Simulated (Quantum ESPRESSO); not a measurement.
# Au: equation of state with PBE

The system is Au.

```
CELL_PARAMETERS angstrom
-1.65727 1.65727 1.65727
1.65727 -1.65727 1.65727
1.65727 1.65727 -1.65727
ATOMIC_POSITIONS crystal
Au 0.00000 0.00000 0.00000
```

This isn't the form of Au at room conditions, which is fcc.

| Quantity | Value |
| --- | --- |
| Program | Quantum ESPRESSO 7.5 |
| Task | equation of state |
| Functional | PBE |
| Potentials or basis | SSSP 1.3 efficiency PBE |
| Cutoff | 816 eV |
| Density cutoff | 3265 eV |
| k mesh | 11 × 11 × 11 |
| Occupations | fermi-dirac, width 0.05 eV |
| Spin | no spin polarisation |

```yaml
Equilibrium_volume: 17.99 Å³/atom
Bulk_modulus: 136 GPa
Pressure_derivative_of_the_bulk_modulus: 5.7
```

Energy against volume, from the lowest point:
```
volume (Å³/atom)  energy (meV/atom)
          17.115              19.57
          17.479               5.99
          17.843               0.00
          18.207               0.63
          18.571               7.04
          18.935              18.52
          19.299              34.39
```

All runs of the series together: 95 s on 1 thread of Arm Neoverse V1 (shared host).

Spin-orbit coupling is left out, which matters for the levels of Au.
